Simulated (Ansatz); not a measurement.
# RbBr: the cost of one run

Program: Ansatz 0.2.0. G0W0, plane waves. Simulation only: spin-unpolarised, and no claim that this is the phase found in nature.

## 1. The system as given

The cell was relaxed beforehand with r2SCAN.

The symmetry is Pm-3m (No. 221, cubic); conventional cell a = 4.128 Å, 35.17 Å³ an atom. Near Rb stand 8 Br at 3.57 Å; near Br stand 8 Rb at 3.57 Å.

As a file:

```cif
data_structure
_symmetry_space_group_name_H-M 'Pm-3m'
_symmetry_Int_Tables_number 221
_cell_length_a 4.1279
_cell_length_b 4.1279
_cell_length_c 4.1279
_cell_angle_alpha 90.000
_cell_angle_beta 90.000
_cell_angle_gamma 90.000
_cell_volume 70.34
loop_
_atom_site_label
_atom_site_type_symbol
_atom_site_symmetry_multiplicity
_atom_site_Wyckoff_symbol
_atom_site_fract_x
_atom_site_fract_y
_atom_site_fract_z
_atom_site_occupancy
Rb1 Rb 1 a 0.00000 0.00000 0.00000 1
Br1 Br 1 b 0.50000 0.50000 0.50000 1
```

## 2. 159 empty bands, 100 eV

The input, input.yaml:

```yaml
crystal:
  lattice:
    - [4.1279266128, 0.0, 0.0]
    - [0.0, 4.1279266128, 0.0]
    - [0.0, 0.0, 4.1279266128]
  atoms:
    - { symbol: Rb, position: [0.0, 0.0, 0.0] }
    - { symbol: Br, position: [0.5, 0.5, 0.5] }
kpoints:
  mp_grid: { grid: [4, 4, 4] }
hamiltonian:
  xc: r2scan
scf:
  occupations: { method: fixed }
gw:
  n_empty_bands: 159
  ecut_chi: 100
  qp_bands: [v2, c2]
  qp_kpoints: band_edges
  screening: { model: contour_deformation }
```

Q: Estimate wall time and peak memory on 1 × NVIDIA H100 80GB HBM3 with 2 threads of AMD EPYC 7R13 (Zen 3), shared host.

About 8.1 s, with a peak of 1.4 GiB on the host.
